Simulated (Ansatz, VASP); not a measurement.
One calculation of LiF, two programs

File INCAR:

```
SYSTEM = LiF
PREC = Accurate
ENCUT = 520
EDIFF = 1E-6
ISMEAR = -1
SIGMA = 0.02
LREAL = .FALSE.
LASPH = .TRUE.
NELM = 100
ALGO = Fast
ISIF = 2
LWAVE = .FALSE.
LCHARG = .TRUE.
GGA = PE
LELF = .TRUE.
LVHAR = .TRUE.
NBANDS = 18
```

KPOINTS

```
regular mesh
0
G
  12 12 6
  0 0 0
```

POSCAR

```
LiF
1.0
    3.0810126435      0.0000000000      0.0000000000
   -1.5405063218      2.6682352187      0.0000000000
    0.0000000000      0.0000000000      4.9987692524
Li F
2 2
Direct
    0.3333333333      0.6666666667     -0.0022225263
    0.6666666667      0.3333333333      0.4977774737
    0.3333333333      0.6666666667      0.3772225263
    0.6666666667      0.3333333333      0.8772225263
```

Input for Ansatz:

```yaml
crystal:
  lattice:
    - [3.0810126435, 0.0, 0.0]
    - [-1.5405063218, 2.6682352187, 0.0]
    - [0.0, 0.0, 4.9987692524]
  atoms:
    - { symbol: Li, position: [0.3333333333, 0.6666666667, -0.0022225263] }
    - { symbol: Li, position: [0.6666666667, 0.3333333333, 0.4977774737] }
    - { symbol: F, position: [0.3333333333, 0.6666666667, 0.3772225263] }
    - { symbol: F, position: [0.6666666667, 0.3333333333, 0.8772225263] }
kpoints:
  mp_grid: { grid: [12, 12, 6] }
  band_path:
    path:
      - [0.0, 0.0, 0.0]
      - [0.5, 0.0, 0.0]
      - [0.3333333333, 0.3333333333, 0.0]
      - [0.0, 0.0, 0.5]
      - [0.5, 0.0, 0.5]
      - [0.3333333333, 0.3333333333, 0.5]
    npoints: 1
hamiltonian:
  xc: pbe
scf:
  occupations: { method: fermi_dirac, width: 0.02 }
  n_extra_bands: 5
output:
  forces: true
  stress: true
  eigenvalues: true
```

Change from the starting cell: uniaxial_z strain +4.5%.

Alike in both runs: task single point; functional PBE; k mesh 12 × 12 × 6; occupations fermi-dirac, width 0.02 eV; no spin polarisation.

```csv
,VASP,Ansatz
version,VASP 6.6.1,Ansatz 0.2.0
potentials or method,"VASP PAW PBE potentials, release 64 (Li_sv, F)","plane waves, PAW"
plane-wave cutoff (eV),520,420
valence electrons in the cell,20,20
```

```csv
,VASP,Ansatz,Ansatz less VASP
gap on the k mesh at the Fermi level (eV),7.71,7.72,+0.011
```

 A k mesh can miss the band edges.
